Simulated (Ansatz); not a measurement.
## Relativistic treatment of Mg

```
Mg
1.0
     3.20927    0.00000    0.00000
    -1.60464    2.77931    0.00000
     0.00000    0.00000    5.21033
Mg
2
Direct
  0.33333 0.66667 0.25000
  0.66667 0.33333 0.75000
```

Atoms are numbered in the order listed.

The cell is COD entry 9008506, as deposited and not checked against the literature; nothing was relaxed.

One fixed cell is solved with PBE by all-electron LAPW in Ansatz 0.2.0 under different relativistic treatments. Pressure is positive in compression.

Numerical set-up: a Γ-centred 12×12×7 k mesh, Fermi–Dirac smearing of 0.05 eV, basis error target 1 meV/atom, no spin polarisation.

```tsv
setting	P (GPa)	lowest level at Γ above −25 eV, from the valence-band top or, without a gap, the Fermi level (eV)
scalar-relativistic	-0.49	-6.83
non-relativistic	-0.46	-6.82
```
